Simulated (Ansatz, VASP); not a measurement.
# RbBr: VASP beside Ansatz

```xyz
2
Lattice="0.0000 3.1405 4.0826 3.1405 0.0000 4.0826 3.1405 3.1405 0.0000" Properties=species:S:1:pos:R:3 pbc="T T T"
Rb    0.0000    0.0000    0.0000
Br    3.1405    3.1405    4.0826
```

Alike in both runs: task single point; functional PBE; k mesh 6 × 6 × 6; occupations gaussian, width 0.05 eV; no spin polarisation.

```csv
,VASP,Ansatz
version,VASP 6.6.1,Ansatz 0.2.0
potentials or method,"VASP PAW PBE potentials, release 64 (Rb_sv, Br)","scalar-relativistic, plane waves, PAW"
plane-wave cutoff (eV),520,420
valence electrons in the cell,16,16
```

|  | VASP | Ansatz | Ansatz less VASP |
| --- | --- | --- | --- |
| gap on the k mesh at the Fermi level (eV) | 4.09 | 4.10 | +0.006 |
| least direct gap on the mesh (eV) | 4.09 | 4.10 | +0.006 |
| pressure (GPa) | 3.8 | 3.7 | -0.05 |
| largest component of the traceless stress (GPa) | 4.76 | 4.71 | -0.054 |

As with any semilocal functional, this PBE gap is likely too small.
